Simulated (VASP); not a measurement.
# InAs (F-43m) in VASP: notebook, part 2 of 2

VASP 6.6.1. The steps go on from the part before.

## 4. Single point, PBEsol (28.19 Å³/atom)

This run uses another cell than the first one, of 28.19 Å³/atom.

Input file INCAR:

```
SYSTEM = InAs
PREC = Accurate
ENCUT = 520
EDIFF = 1E-6
ISMEAR = 0
SIGMA = 0.05
LREAL = .FALSE.
LASPH = .TRUE.
NELM = 80
ALGO = Normal
ISIF = 2
LWAVE = .FALSE.
LCHARG = .FALSE.
GGA = PS
NBANDS = 16
```

Input file KPOINTS:

```
regular mesh
0
G
  14 14 14
  0 0 0
```

Input file POSCAR:

```
InAs
1.0
    0.0000000000      3.0434320325      3.0434320325
    3.0434320325      0.0000000000      3.0434320325
    3.0434320325      3.0434320325      0.0000000000
In As
1 1
Direct
    0.0000000000      0.0000000000      0.0000000000
    0.2500000000      0.2500000000      0.2500000000
```

Potentials or basis: VASP PAW PBE potentials, release 64 (In_d, As).

Run with:

```sh
> cat potpaw_PBE.64/In_d/POTCAR potpaw_PBE.64/As/POTCAR > POTCAR
> mpirun -np 1 vasp_std > vasp.out
```

OUTCAR:

```text
SYSTEM = InAs
   PREC = Accurate
   ENCUT = 520
   EDIFF = 1E-6
   ISMEAR = 0
   LREAL = .FALSE.
   LASPH = .TRUE.
   NELM = 80
   ISIF = 2
   GGA = PS

 ion  position               nearest neighbor table
   1  0.000  0.000  0.000-   2 2.64   2 2.64   2 2.64   2 2.64
   2  0.250  0.250  0.250-   1 2.64   1 2.64   1 2.64   1 2.64

  LATTYP: Found a face centered cubic cell.
 ALAT       =     6.0868640650

  Lattice vectors:

 A1 = (   0.0000000000,   3.0434320325,   3.0434320325)
 A2 = (   3.0434320325,   0.0000000000,   3.0434320325)
 A3 = (   3.0434320325,   3.0434320325,   0.0000000000)

Analysis of symmetry for initial positions (statically):
=====================================================================
 Subroutine PRICEL returns:
 Original cell was already a primitive cell.

 Routine SETGRP: Setting up the symmetry group for a
 face centered cubic supercell.

 Subroutine GETGRP returns: Found 24 space group operations
 (whereof 24 operations were pure point group operations)
 out of a pool of 48 trial point group operations.

The static configuration has the point symmetry T_d .

Analysis of symmetry for dynamics (positions and initial velocities):
=====================================================================
 Subroutine PRICEL returns:
 Original cell was already a primitive cell.

 Routine SETGRP: Setting up the symmetry group for a
 face centered cubic supercell.

 Subroutine GETGRP returns: Found 24 space group operations
 (whereof 24 operations were pure point group operations)
 out of a pool of 48 trial point group operations.

The dynamic configuration has the point symmetry T_d .

 Subroutine INISYM returns: Found 24 space group operations
 (whereof 24 operations are pure point group operations),
 and found     1 'primitive' translations

----------------------------------------------------------------------------------------

                                     Primitive cell

  volume of cell :      56.3794

  direct lattice vectors                    reciprocal lattice vectors
     0.000000000  3.043432033  3.043432033    -0.164288210  0.164288210  0.164288210
     3.043432033  0.000000000  3.043432033     0.164288210 -0.164288210  0.164288210
     3.043432033  3.043432033  0.000000000     0.164288210  0.164288210 -0.164288210

  length of vectors
     4.304062857  4.304062857  4.304062857     0.284555526  0.284555526  0.284555526

  position of ions in fractional coordinates (direct lattice)
     0.000000000  0.000000000  0.000000000
     0.250000000  0.250000000  0.250000000

  ion indices of the primitive-cell ions
   primitive index   ion index
                 1           1
                 2           2

----------------------------------------------------------------------------------------

 KPOINTS: regular mesh

Automatic generation of k-mesh.
 Grid dimensions read from file:
 generate k-points for:   14   14   14

 Generating k-lattice:

  Cartesian coordinates                     Fractional coordinates (reciprocal lattice)
    -0.011734872  0.011734872  0.011734872     0.071428571  0.000000000  0.000000000
     0.011734872 -0.011734872  0.011734872     0.000000000  0.071428571  0.000000000
     0.011734872  0.011734872 -0.011734872     0.000000000  0.000000000  0.071428571

  Length of vectors
     0.020325395  0.020325395  0.020325395

  Shift w.r.t. Gamma in fractional coordinates (k-lattice)
     0.000000000  0.000000000  0.000000000

 Subroutine IBZKPT returns following result:
 ===========================================

 Found    104 irreducible k-points:

 Following reciprocal coordinates:
            Coordinates               Weight
  0.000000  0.000000  0.000000      1.000000
  0.071429  0.000000  0.000000      8.000000
  0.142857  0.000000  0.000000      8.000000
  0.214286  0.000000  0.000000      8.000000
  0.285714  0.000000  0.000000      8.000000
  0.357143  0.000000  0.000000      8.000000
[... 16 lines left out ...]
  0.214286  0.142857  0.000000     24.000000
  0.285714  0.142857  0.000000     24.000000
 [... further k-points ...]
   k-points           NKPTS =    104   k-points in BZ     NKDIM =    104   number of bands    NBANDS=     16
   number of dos      NEDOS =    301   number of ions     NIONS =      2
   total plane-waves  NPLWV =  32768
   dimension x,y,z NGX =    32 NGY =   32 NGZ =   32
   dimension x,y,z NGXF=    64 NGYF=   64 NGZF=   64
   ions per type =               1   1
   NGX,Y,Z   is equivalent  to a cutoff of  12.36, 12.36, 12.36 a.u.
   NGXF,Y,Z  is equivalent  to a cutoff of  24.72, 24.72, 24.72 a.u.
 SYSTEM =  InAs
   PREC   = accura    normal or accurate (medium, high low for compatibility)
   ISTART =      0    job   : 0-new  1-cont  2-samecut
   ICHARG =      2    charge: 1-file 2-atom 10-const
   ISPIN  =      1    spin polarized calculation?
   LNONCOLLINEAR =      F non collinear calculations
   LSORBIT =      F    spin-orbit coupling
   LASPH  =      T    aspherical Exc in radial PAW
   ENCUT  =  520.0 eV  38.22 Ry    6.18 a.u.   8.00  8.00  8.00*2*pi/ulx,y,z
   NELM   =     80;   NELMIN=  2; NELMDL= -5     # of ELM steps
   EDIFF  = 0.1E-05   stopping-criterion for ELM
   LREAL  =      F    real-space projection
   EDIFFG = 0.1E-04   stopping-criterion for IOM
   NSW    =      0    number of steps for IOM
   IBRION =     -1    ionic relax: 0-MD 1-quasi-New 2-CG
   NFREE  =      0    steps in history (QN), initial steepest desc. (CG)
   ISIF   =      2    stress and relaxation
   ISYM   =      2    0-nonsym 1-usesym 2-fastsym
   POTIM  = 0.5000    time-step for ionic-motion
   TEBEG  =    0.0;   TEEND  =   0.0 temperature during run
   PSTRESS=    0.0 pullay stress
   NELECT =      18.0000    total number of electrons
   NUPDOWN=      -1.0000    fix difference up-down
   EMIN   =  10.00;   EMAX   =-10.00  energy-range for DOS
   EFERMI =   0.00;   METHOD = LEGACY
   ISMEAR =     0;   SIGMA  =   0.05  broadening in eV -4-tet -1-fermi 0-gaus
   EFERMI_NEDOS =   21; number of points for ismear=-14 and -15
   IALGO  =     38    algorithm
   IMIX   =      4    mixing-type and parameters
     AMIX     =   0.40;   BMIX     =  1.00
     AMIX_MAG =   1.60;   BMIX_MAG =  1.00
  volume/ion in A,a.u.               =      28.19       190.23
  Fermi-wavevector in a.u.,A,eV,Ry     =   1.118902  2.114418 17.033702  1.251942
  Thomas-Fermi vector in A             =   2.255537
   LORBIT       =      0    0 simple, 1 ext, 2 COOP (PROOUT), +10 PAW based schemes
   GGA     = PS    functional components
   LHFCALC =     F    Hartree Fock is set to
   AEXX    =    0.0000 exact exchange contribution
   IVDW    =     0    specifies the selected vdW correction
   LEPSILON=     F    determine dielectric tensor
   LRPA    =     F    only Hartree local field effects (RPA)
 non-spin polarized calculation
 Gauss-broadening in eV      SIGMA  =   0.05
  energy-cutoff  :      520.00
  volume of cell :       56.38
 maximum number of plane-waves:      1540
   NGX = 17   NGY = 17   NGZ = 17

 number of electron      17.9999992 magnetization

 Free energy of the ion-electron system (eV)
  ---------------------------------------------------
  ext. energy  EPLUGINS =         0.00000000
  ---------------------------------------------------
  free energy    TOTEN  =        -8.49084880 eV

  energy without entropy =       -8.49081112  energy(sigma->0) =       -8.49082996

 E-fermi :   4.1955     XC(G=0):  -9.1988

 val. band max:        4.1748926027   @ k =   0.0000   0.0000   0.0000
 cond. band min:       4.7899968126   @ k =   0.0714   0.0000   0.0000
 fundamental gap:      0.6151042098
 Fermi energy:         4.1954591818

 k-point     1 :       0.0000    0.0000    0.0000
  band No.  band energies     occupation
      1     -10.1169      2.00000
      2     -10.1169      2.00000
      3     -10.1169      2.00000
      4      -9.9969      2.00000
      5      -9.9969      2.00000
      6      -7.5891      2.00000
[... 8 lines left out ...]
     15      13.7898      0.00000
     16      13.7898      0.00000
[... 419 lines left out ...]
 k-point    24 :       0.2857    0.1429    0.0000
  band No.  band energies     occupation
      1     -10.1972      2.00000
      2     -10.0910      2.00000
      3     -10.0880      2.00000
      4     -10.0062      2.00000
      5      -9.9892      2.00000
      6      -6.8885      2.00000
[... 8 lines left out ...]
     15      13.7853      0.00000
     16      13.8581      0.00000

 [... further k-points ...]

------------------------ aborting loop because EDIFF is reached ----------------------------------------

  FORCE on cell =-STRESS in cart. coord.  units (eV):
  Direction    XX          YY          ZZ          XY          YZ          ZX
  --------------------------------------------------------------------------------------
  -------------------------------------------------------------------------------------
  Total        0.0303441      0.0303441      0.0303441      0.0000000      0.0000000      0.0000000
  in kB        0.8623113      0.8623113      0.8623113      0.0000000      0.0000000      0.0000000
  external PRESSURE =       0.8623113 kB  Pullay stress =       0.0000000 kB

 VOLUME and BASIS-vectors are now :
 -----------------------------------------------------------------------------
  energy-cutoff  :      520.00
  volume of cell :       56.38
      direct lattice vectors                 reciprocal lattice vectors
     0.000000000  3.043432033  3.043432033    -0.164288210  0.164288210  0.164288210
     3.043432033  0.000000000  3.043432033     0.164288210 -0.164288210  0.164288210
     3.043432033  3.043432033  0.000000000     0.164288210  0.164288210 -0.164288210

 POSITION                                       TOTAL-FORCE (eV/Angst)
 -----------------------------------------------------------------------------------
      0.00000      0.00000      0.00000         0.000000     -0.000000     -0.000000
      1.52172      1.52172      1.52172        -0.000000      0.000000      0.000000
 -----------------------------------------------------------------------------------
    total drift:                               -0.000000     -0.000000     -0.000000

  FREE ENERGIE OF THE ION-ELECTRON SYSTEM (eV)
  ---------------------------------------------------
  free  energy   TOTEN  =        -8.4908487958 eV

  energy  without entropy=       -8.4908111160  energy(sigma->0) =       -8.49082996
```

OSZICAR:

```text
N       E                     dE             d eps       ncg     rms          rms(c)
DAV:   1     0.112070779892E+03    0.11207E+03   -0.82965E+03  3384   0.121E+03
DAV:   2    -0.110781525554E+01   -0.11318E+03   -0.10851E+03  3696   0.295E+02
DAV:   3    -0.858442896380E+01   -0.74766E+01   -0.74441E+01  4304   0.746E+01
DAV:   4    -0.877280508967E+01   -0.18838E+00   -0.18833E+00  4160   0.131E+01
DAV:   5    -0.878169405609E+01   -0.88890E-02   -0.88888E-02  5008   0.239E+00    0.432E+00
DAV:   6    -0.852255913150E+01    0.25913E+00   -0.38169E-01  5264   0.111E+01    0.237E+00
DAV:   7    -0.849202696391E+01    0.30532E-01   -0.10259E-01  4624   0.313E+00    0.677E-01
DAV:   8    -0.849051832870E+01    0.15086E-02   -0.12406E-02  4224   0.125E+00    0.194E-01
DAV:   9    -0.849076142673E+01   -0.24310E-03   -0.86534E-04  4104   0.257E-01    0.109E-01
DAV:  10    -0.849083064463E+01   -0.69218E-04   -0.12066E-04  5088   0.154E-01    0.653E-02
DAV:  11    -0.849084885400E+01   -0.18209E-04   -0.49226E-05  3920   0.960E-02    0.462E-02
DAV:  12    -0.849084879582E+01    0.58173E-07   -0.47205E-06  3696   0.218E-02
   1 F= -.84908488E+01 E0= -.84908300E+01  d E =-.376798E-04
```

Wall time 90 s (1 thread of Intel Xeon 8259CL, shared host); peak memory 0.24 GiB.

What came out:

- Free energy: -8.4908 eV
- Pressure: 0.1 GPa
- Band gap on the k mesh: zero (filled and empty bands touch)

Levels at points of the mesh, in eV from the Fermi level:
```
           k point  band 5  band 6  band 7  band 8  band 9  band 10  band 11  band 12  band 13  band 14
(0.00, 0.00, 0.00)  -14.19  -11.78   -0.40   -0.02   -0.02    -0.02     3.83     3.83     3.83     7.24
(0.50, 0.00, 0.00)  -14.18  -10.36   -5.73   -0.99   -0.99     0.81     4.59     4.59     6.67     8.78
(0.50, 0.50, 0.00)  -14.17   -9.83   -5.82   -2.30   -2.30     1.45     1.96     8.93     9.06     9.06
```

Caveat: semilocal functionals underestimate gaps, so a narrow gap can read as zero; the PAW data sets were made with another functional, which shifts forces and pressure a little; spin-orbit coupling is left out, which moves the levels of the heavy elements.

## 5. Single point, PBEsol (29.32 Å³/atom)

This run uses another cell than the first one, of 29.32 Å³/atom.

Input file INCAR:

```
SYSTEM = InAs
ALGO = Normal
EDIFF = 1E-7
ENCUT = 520
GGA = PS
ISIF = 2
ISMEAR = 0
LASPH = .True.
LCHARG = .True.
LELF = .True.
LREAL = .False.
LVHAR = .True.
LWAVE = .False.
NBANDS = 16
NELM = 100
PREC = Accurate
SIGMA = 0.05
```

Input file KPOINTS:

```
k-points
0
Gamma
  14 14 14
  0 0 0
```

Input file POSCAR:

```
InAs
1.0
    0.0000000000      3.0834817836      3.0834817836
    3.0834817836      0.0000000000      3.0834817836
    3.0834817836      3.0834817836      0.0000000000
In As
1 1
Direct
    0.0000000000      0.0000000000      0.0000000000
    0.2500000000      0.2500000000      0.2500000000
```

Potentials or basis: VASP PAW PBE potentials, release 64 (In_d, As).

Run with:

```sh
> cat potpaw_PBE.64/In_d/POTCAR potpaw_PBE.64/As/POTCAR > POTCAR
> mpirun -np 1 vasp_std > vasp.out
```

OUTCAR:

```text
SYSTEM = InAs
   EDIFF = 1E-7
   ENCUT = 520
   GGA = PS
   ISIF = 2
   ISMEAR = 0
   LASPH = .True.
   LREAL = .False.
   NELM = 100
   PREC = Accurate

 ion  position               nearest neighbor table
   1  0.000  0.000  0.000-   2 2.67   2 2.67   2 2.67   2 2.67
   2  0.250  0.250  0.250-   1 2.67   1 2.67   1 2.67   1 2.67

  LATTYP: Found a face centered cubic cell.
 ALAT       =     6.1669635672

  Lattice vectors:

 A1 = (   0.0000000000,   3.0834817836,   3.0834817836)
 A2 = (   3.0834817836,   0.0000000000,   3.0834817836)
 A3 = (   3.0834817836,   3.0834817836,   0.0000000000)

Analysis of symmetry for initial positions (statically):
=====================================================================
 Subroutine PRICEL returns:
 Original cell was already a primitive cell.

 Routine SETGRP: Setting up the symmetry group for a
 face centered cubic supercell.

 Subroutine GETGRP returns: Found 24 space group operations
 (whereof 24 operations were pure point group operations)
 out of a pool of 48 trial point group operations.

The static configuration has the point symmetry T_d .

Analysis of symmetry for dynamics (positions and initial velocities):
[... 162 lines left out ...]
 cond. band min:       4.3128202765   @ k =   0.0714   0.0000   0.0000
 fundamental gap:      0.5164916058
 Fermi energy:         3.8183337917

 k-point     1 :       0.0000    0.0000    0.0000
  band No.  band energies     occupation
      1     -10.4244      2.00000
      2     -10.4244      2.00000
      3     -10.4244      2.00000
      4     -10.3193      2.00000
      5     -10.3193      2.00000
      6      -7.7278      2.00000
[... 433 lines left out ...]
      3     -10.3993      2.00000
      4     -10.3270      2.00000
      5     -10.3124      2.00000
      6      -7.0774      2.00000
[... 8 lines left out ...]
     15      13.2778      0.00000
     16      13.3873      0.00000

 [... further k-points ...]

------------------------ aborting loop because EDIFF is reached ----------------------------------------

  FORCE on cell =-STRESS in cart. coord.  units (eV):
  Direction    XX          YY          ZZ          XY          YZ          ZX
  --------------------------------------------------------------------------------------
  -------------------------------------------------------------------------------------
  Total       -0.7017676     -0.7017676     -0.7017676      0.0000000      0.0000000     -0.0000000
  in kB      -19.1756354    -19.1756354    -19.1756354      0.0000000      0.0000000     -0.0000000
  external PRESSURE =     -19.1756354 kB  Pullay stress =       0.0000000 kB

 VOLUME and BASIS-vectors are now :
 -----------------------------------------------------------------------------
  energy-cutoff  :      520.00
  volume of cell :       58.63
      direct lattice vectors                 reciprocal lattice vectors
     0.000000000  3.083481784  3.083481784    -0.162154355  0.162154355  0.162154355
     3.083481784  0.000000000  3.083481784     0.162154355 -0.162154355  0.162154355
     3.083481784  3.083481784  0.000000000     0.162154355  0.162154355 -0.162154355

 POSITION                                       TOTAL-FORCE (eV/Angst)
 -----------------------------------------------------------------------------------
      0.00000      0.00000      0.00000        -0.000000     -0.000000     -0.000000
      1.54174      1.54174      1.54174         0.000000      0.000000      0.000000
 -----------------------------------------------------------------------------------
    total drift:                               -0.000000     -0.000000      0.000000

  FREE ENERGIE OF THE ION-ELECTRON SYSTEM (eV)
  ---------------------------------------------------
  free  energy   TOTEN  =        -8.4779576073 eV

  energy  without entropy=       -8.4779179662  energy(sigma->0) =       -8.47793779
```

Wall time 98 s (1 thread of Intel Xeon 8259CL, shared host); peak memory 0.25 GiB.

Results:

- Free energy: -8.4780 eV
- Pressure: -1.9 GPa
- Band gap on the k mesh: zero (filled and empty bands touch)

Levels at points of the mesh, in eV from the Fermi level:
```tsv
k point	band 6	band 7	band 8	band 9	band 10	band 11	band 12	band 13
(0.00, 0.00, 0.00)	-11.55	-0.60	-0.02	-0.02	-0.02	3.81	3.81	3.81
(0.50, 0.00, 0.00)	-10.24	-5.55	-0.94	-0.94	0.73	4.56	4.56	6.61
(0.50, 0.50, 0.00)	-9.75	-5.66	-2.17	-2.17	1.51	1.95	8.68	8.79
```

Caveat: semilocal functionals underestimate gaps, so a narrow gap can read as zero; the PAW data sets were made with another functional, which shifts forces and pressure a little; spin-orbit coupling is left out, which moves the levels of the heavy elements.

## 6. The runs side by side

```csv
cell,gap on the mesh (eV),pressure (GPa)
"a = 4.246 Å, angles 60.0°, 2 atoms",none,2.6
"a = 4.282 Å, angles 60.0°, 2 atoms",none,1.0
"a = 4.304 Å, angles 60.0°, 2 atoms",none,0.1
"a = 4.361 Å, angles 60.0°, 2 atoms",none,-1.9
```

Alike in all rows: task single point; level PBEsol; potentials or basis VASP PAW PBE potentials, release 64 (In_d, As); no spin polarisation; k mesh 14 × 14 × 14; cutoff (eV) 520; smearing gaussian 0.05 eV.

Caveats: semilocal functionals underestimate gaps, so a narrow gap can read as zero; the PAW data sets were made with another functional, which shifts forces and pressure a little; spin-orbit coupling is left out, which moves the levels of the heavy elements.

Total energies depend on the potentials used, so only differences within one code and one set of settings carry meaning.

## 7. How close it comes

Step 3. Measured gap of InAs: 0.418 eV (direct; 4.2 K; a printed reference work, data compilation). This calculation gives 0.00 eV (-0.42 eV). Spin-orbit coupling on As, In is left out. The value is that of PBEsol on a finite k mesh, which can miss the band edges, without temperature or zero-point motion. Semilocal functionals fall short of measured gaps as a rule.

Step 4. Against the measured gap of InAs, 0.418 eV (direct; 4.2 K; a printed reference work, data compilation), the calculated 0.00 eV is off by -0.42 eV. Spin-orbit coupling on As, In is left out. The value is that of PBEsol on a finite k mesh, which can miss the band edges, without temperature or zero-point motion. Semilocal functionals fall short of measured gaps as a rule.
